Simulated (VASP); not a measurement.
Wanted: the native input for a VASP 6.6.1 run.

| Quantity | Value |
| --- | --- |
| Task | single point |
| Functional | r2SCAN |
| Potentials or basis | VASP PAW PBE potentials, release 64 (C) |
| Cutoff | 520 eV |
| k mesh | 10 × 10 × 4 |
| Occupations | gaussian, width 0.05 eV |
| Spin | no spin polarisation |
| Dipole correction | no |
| Further INCAR settings | ALGO = Normal; EDIFF = 1e-07; NBANDS = 16 |

Crystal: C.

```
CELL_PARAMETERS angstrom
2.45571 0.00000 0.00000
-1.22786 2.12671 0.00000
0.00000 0.00000 7.08952
ATOMIC_POSITIONS crystal
C 0.00000 0.00000 0.25000
C 0.00000 0.00000 0.75000
C 0.33333 0.66667 0.25000
C 0.66667 0.33333 0.75000
```

These files were run (other wordings do the same):

POSCAR

```
C
1.0
    2.4557104124      0.0000000000      0.0000000000
   -1.2278552062      2.1267076015      0.0000000000
    0.0000000000      0.0000000000      7.0895173909
C
4
Direct
    0.0000000000      0.0000000000      0.2500000000
    0.0000000000      0.0000000000      0.7500000000
    0.3333333333      0.6666666667      0.2500000000
    0.6666666667      0.3333333333      0.7500000000
```

INCAR.step1

```
SYSTEM = C
ALGO     = Normal         ! electronic algorithm
EDIFF    = 1E-4           ! SCF threshold, eV
ENCUT    = 520            ! plane-wave cutoff, eV
GGA      = PE             ! functional
ISMEAR   = 0              ! smearing method
LASPH    = .True.         ! aspherical terms in the spheres
LCHARG   = .False.        ! write CHGCAR
LREAL    = .False.        ! projectors in reciprocal space
LWAVE    = .True.         ! write WAVECAR
NBANDS   = 16             ! bands
NELM     = 80             ! most SCF steps
PREC     = Accurate       ! precision mode
SIGMA    = 0.05           ! smearing width, eV
```

INCAR.step2

```
SYSTEM = C
ALGO     = Normal         ! electronic algorithm
EDIFF    = 1E-7           ! SCF threshold, eV
ENCUT    = 520            ! plane-wave cutoff, eV
ISIF     = 2              ! what is computed and relaxed
ISMEAR   = 0              ! smearing method
ISTART   = 1            
LASPH    = .True.         ! aspherical terms in the spheres
LCHARG   = .False.        ! write CHGCAR
LMIXTAU  = .True.       
LREAL    = .False.        ! projectors in reciprocal space
LWAVE    = .False.        ! write WAVECAR
METAGGA  = R2SCAN         ! meta-GGA
NBANDS   = 16             ! bands
NELM     = 80             ! most SCF steps
PREC     = Accurate       ! precision mode
SIGMA    = 0.05           ! smearing width, eV
```

KPOINTS

```
k-points
0
Gamma
  10 10 4
  0 0 0
```

Potentials or basis: VASP PAW PBE potentials, release 64 (C).

Command:

```console
$ cat potpaw_PBE.64/C/POTCAR > POTCAR
$ cp INCAR.step1 INCAR
$ mpirun -np 1 vasp_std > vasp.out
$ cp INCAR.step2 INCAR
$ mpirun -np 1 vasp_std > vasp.out
```

Results of the run:

- Pressure: 0.6 GPa
- Band gap on the k mesh: 1.56 eV, direct

Caveat: the PAW data sets were made with another functional, which shifts forces and pressure a little.

Run time: 53 s on 1 thread of Intel(R) Xeon(R) 6975P-C (Granite Rapids), on a shared host, peak memory 0.14 GiB.
